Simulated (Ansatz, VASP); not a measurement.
**LiF: VASP beside Ansatz**

```
Li F
1.0
     0.02014    2.02407    2.02407
     2.02407    0.02014    2.02407
     2.02407    2.02407    0.02014
Li F
1 1
Direct
  0.00000 0.00000 0.00000
  0.50000 0.50000 0.50000
```

Change from the starting cell: equal xy, yz and zx shear strains of +1 %, crystal datasets.

Alike in both runs: task electric field gradients; functional LDA; k mesh 10 × 10 × 10; occupations fermi-dirac, width 0.03 eV; no spin polarisation.

|  | VASP | Ansatz |
| --- | --- | --- |
| version | VASP 6.6.1 | Ansatz 0.2.0 |
| potentials or method | VASP PAW LDA potentials, release 64 (Li_sv, F), cutoff 520 eV | all-electron PAW with datasets made for the crystal, scalar-relativistic |

Ansatz gave:

```
gap on the k mesh at the Fermi level (eV)                      : 8.79
Vzz of the field gradient on the site that differs most (V/Å²) : 2.6
```

Task: Which values does VASP return?

Result: gap on the k mesh at the Fermi level (eV): 8.81; Vzz of the field gradient on the site that differs most (V/Å²): 2.7.

Ansatz ran all-electron here, so the differences hold the error of VASP's frozen core and of both bases.

 A k mesh can miss the band edges.
